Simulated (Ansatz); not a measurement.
SnO: pressure against volume, fitted

```xyz
4
Lattice="3.8020 0.0000 0.0000 0.0000 3.8020 0.0000 0.0000 0.0000 4.8360" Properties=species:S:1:pos:R:3 pbc="T T T"
Sn    0.0000    1.9010    1.1534
Sn    1.9010    0.0000    3.6826
O     0.0000    0.0000    0.0000
O     1.9010    1.9010    0.0000
```

Atom numbers follow the list: Sn1, Sn2, O3, O4.

The cell is COD entry 9008956, as deposited and not checked against the literature; nothing was relaxed.

Spin–orbit coupling is left out, though it moves levels of the heavy atoms by tenths of an eV or more.

Level of theory: DFT, PBE, all-electron LAPW, scalar-relativistic (Ansatz 0.2.0).

Settings: a Γ-centred 8×8×6 k mesh, Fermi–Dirac smearing of 0.01 eV, basis error target 1 meV/atom, no spin polarisation.

The cell is scaled evenly. Fractional coordinates are held (clamped ions).

```tsv
V (Å³/atom)	P (GPa)
16.777	8.70
17.127	6.28
17.302	5.19
17.476	4.17
17.651	3.17
17.826	2.22
18.175	0.45
18.525	-1.15
```

(1) Fit a third-order Birch–Murnaghan curve to the pressures.

(2) Predict the pressure at the withheld volume, 16.428 Å³/atom.

Results:

(1) P = (3B0/2)(y^(7/2) − y^(5/2))[1 + (3/4)(B0′ − 4)(y − 1)] with y = (V0/V)^(2/3) fits within 0.03 GPa for V0 = 18.271 Å³/atom, B0 = 85.2 GPa and B0′ = 4.18.

(2) There y = 1.0735, so the fit gives 11.32 GPa; the run gave 11.40 GPa.
